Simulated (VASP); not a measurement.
Crystal: ZnS.

```xyz
2
Lattice="0.0000 2.7020 2.7020 2.7020 0.0000 2.7020 2.7020 2.7020 0.0000" Properties=species:S:1:pos:R:3 pbc="T T T"
Zn    4.0530    4.0530    4.0530
S     0.0000    0.0000    0.0000
```

```yaml
Program: VASP 6.6.1
Task: relaxation of cell and atoms
Functional: PW91
Potentials_or_basis: VASP PAW PBE potentials, release 64 (Zn, S)
Cutoff: 600 eV
k_mesh: 9 × 9 × 9
Occupations: fermi-dirac, width 0.05 eV
Spin: no spin polarisation
```

At the start: pressure 1.6 GPa; volume 19.73 Å³/atom.

Q: How do energy, volume and symmetry change on relaxing?

A: Over 3 steps the energy falls by 2.2 meV/atom and the volume is 20.17 Å³/atom (+2.2 %); space group F-43m (No. 216, to 0.05 Å).

The path:
```csv
step,energy change (eV),largest force (eV/Å),pressure (GPa),volume (Å³)
1,0.0000,0.0000,1.64,39.45
2,-0.0040,0.0000,-0.48,40.62
3,-0.0044,0.0000,0.05,40.34
```

Final structure:
```xyz
2
Lattice="0.0000 2.7220 2.7220 2.7220 0.0000 2.7220 2.7220 2.7220 0.0000" Properties=species:S:1:pos:R:3 pbc="T T T"
Zn    4.0830    4.0830    4.0830
S     0.0000    0.0000    0.0000
```

Caveat: the PAW data sets were made with another functional, which shifts forces and pressure a little.
